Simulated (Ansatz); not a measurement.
Crystal: MoP.

```
Mo P
1.0
     3.22300    0.00000    0.00000
    -1.61150    2.79120    0.00000
     0.00000    0.00000    3.19100
Mo P
1 1
Cartesian
  0.0000 0.0000 0.0000
  0.0000 1.8608 1.5955
```

Base run:

* Program: Ansatz 0.2.0
* Functional: PBEsol
* Potentials or basis: Ansatz PAW
* Cutoff: 420 eV (not typed: the program's choice for these potentials)
* k mesh: 10 × 10 × 8
* Occupations: fermi-dirac, width 0.05 eV
* Spin: no spin polarisation
* Hubbard terms: Mo d U = 2 eV

Its results: band gap on the k mesh none (metal or under the smearing width); pressure -4.5 GPa.

Task: After a change of settings the same cell gave: band gap on the k mesh none (metal or under the smearing width); pressure -3.8 GPa. Which change was it?
A. functional from PBEsol to RPBE; hubbard terms from Mo d U = 2 eV to none; hubbard projectors from ortho-atomic (the default) to none
B. functional from PBEsol to LDA; hubbard terms from Mo d U = 2 eV to none; hubbard projectors from ortho-atomic (the default) to none
C. hubbard terms from Mo d U = 2 eV to Mo d U = 4 eV
D. hubbard terms from Mo d U = 2 eV to none; hubbard projectors from ortho-atomic (the default) to none

Result: D.

Caveats: the PAW data sets come from PBE, with cores solved anew for the run's functional, which leaves a small shift of forces and pressure; U without spin polarisation on a metal has little footing (some runs); the U is typed as a test and isn't derived for this compound (some runs).

Runs at the PBE level aren't shown here.
